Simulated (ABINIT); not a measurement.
Crystal: I.

```xyz
1
Lattice="2.5383 -3.7066 0.0000 2.5383 3.7066 0.0000 -1.6209 0.0000 2.3811" Properties=species:S:1:pos:R:3 pbc="T T T"
I     1.7279    0.0000    1.1905
```

| Quantity | Value |
| --- | --- |
| Program | ABINIT 10.8.3 (patched build) |
| Task | relaxation of cell and atoms |
| Functional | LDA |
| Potentials or basis | PseudoDojo NC SR LDA v0.4.1 standard |
| Cutoff | 1061 eV |
| k mesh | 5 × 5 × 8 |
| Occupations | fermi-dirac, width 0.05 eV |
| Spin | no spin polarisation |

At the start: pressure -0.8 GPa; volume 44.81 Å³/atom.

How do energy, volume and symmetry change on relaxing?

Over 21 steps the energy falls by 94.4 meV/atom and the volume is 36.60 Å³/atom (-18.3 %); space group Immm (No. 71, to 0.05 Å).

Step by step:
| step | energy change (eV) | largest force (eV/Å) | pressure (GPa) | volume (Å³) |
| --- | --- | --- | --- | --- |
| 1 | 0.0000 | 0.0000 | -0.79 | 44.81 |
| 2 | -0.0043 | 0.0000 | -0.99 | 44.70 |
| 3 | -0.0326 | 0.0000 | -2.58 | 43.01 |
| 4 | -0.0406 | 0.0000 | -2.66 | 42.26 |
| 5 | -0.0741 | 0.0000 | -1.15 | 36.85 |
| 6 | -0.0864 | 0.0000 | -1.32 | 38.38 |
| 7 | -0.0929 | 0.0000 | -0.39 | 37.32 |
| 8 | -0.0936 | 0.0000 | 0.03 | 36.75 |
| 9 | -0.0936 | 0.0000 | -0.02 | 36.79 |
| 10 | -0.0937 | 0.0000 | -0.10 | 36.85 |
| 11 | -0.0939 | 0.0000 | -0.18 | 36.88 |
| 12 | -0.0942 | 0.0000 | -0.20 | 36.81 |
| 13 | -0.0943 | 0.0000 | -0.12 | 36.68 |
| 14 | -0.0944 | 0.0000 | -0.02 | 36.58 |
| 15 | -0.0944 | 0.0000 | 0.00 | 36.57 |
| 16 | -0.0944 | 0.0000 | 0.00 | 36.57 |
| 17 | -0.0944 | 0.0000 | 0.00 | 36.57 |
| 18 | -0.0944 | 0.0000 | 0.00 | 36.57 |
| 19 | -0.0944 | 0.0000 | 0.00 | 36.58 |
| 20 | -0.0944 | 0.0000 | 0.00 | 36.59 |
| 21 | -0.0944 | 0.0000 | 0.00 | 36.60 |

Final structure:
```
I
1.0
     2.29496   -3.52913   -0.19144
     2.29496    3.52913   -0.19144
    -1.64504    0.00000    2.39646
I
1
Direct
  0.50000 0.50000 0.50000
```

Caveat: the volume moved by over 15 % at a fixed basis, so the end points are rough; an odd number of electrons without spin polarisation forces a metal; a magnetic or distorted state may lie lower.
